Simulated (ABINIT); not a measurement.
## CdO (Monteponite): band structure with PBE

The system is CdO (Monteponite).

```
Cd O
1.0
     0.00000    2.34950    2.34950
     2.34950    0.00000    2.34950
     2.34950    2.34950    0.00000
Cd O
1 1
Cartesian
  0.0000 0.0000 0.0000
  2.3495 2.3495 2.3495
```

* Program: ABINIT 10.8.3 (patched build)
* Task: band structure
* Functional: PBE
* Potentials or basis: SPMS NC PBE v1.0
* Cutoff: 1116 eV
* k mesh: 10 × 10 × 10
* Occupations: fermi-dirac, width 0.05 eV
* Spin: no spin polarisation

```
Pressure                                              : 5.9 GPa
Band gap on the k mesh                                : none (metal or under the smearing width)
Valence electrons inside the program's atomic spheres : Cd 17.17; O 6.08
```

Levels at the corners of the path, in eV from the Fermi level:
```
point  band 10  band 11  band 12  band 13  band 14  band 15  band 16  band 17
    Γ    -6.59    -1.50    -1.50    -1.50    -0.55    14.57    16.89    16.89
    X    -5.89    -4.46    -2.46    -2.46     3.76     8.38    11.09    13.18
    W    -5.99    -3.14    -3.14    -2.02     5.86     8.78     8.78    10.62
    K    -6.18    -3.54    -3.03    -1.42     5.30     8.47     8.48    12.79
    Γ    -6.59    -1.50    -1.50    -1.50    -0.55    14.57    16.89    16.89
    L    -6.35    -3.97    -0.16    -0.16     4.31     7.16    11.78    11.78
    U    -6.18    -3.54    -3.03    -1.42     5.30     8.47     8.48    12.79
    W    -5.99    -3.14    -3.14    -2.02     5.86     8.78     8.78    10.62
    L    -6.35    -3.97    -0.16    -0.16     4.31     7.16    11.78    11.78
    K    -6.18    -3.54    -3.03    -1.42     5.30     8.47     8.48    12.79
```

Wall time 100 s on 1 thread of Arm Neoverse V2, with other jobs on the host, peak memory 0.13 GiB.

Caveat: this crystal is a semiconductor, whose small gap the functional closes, so the metal is an error of the method.
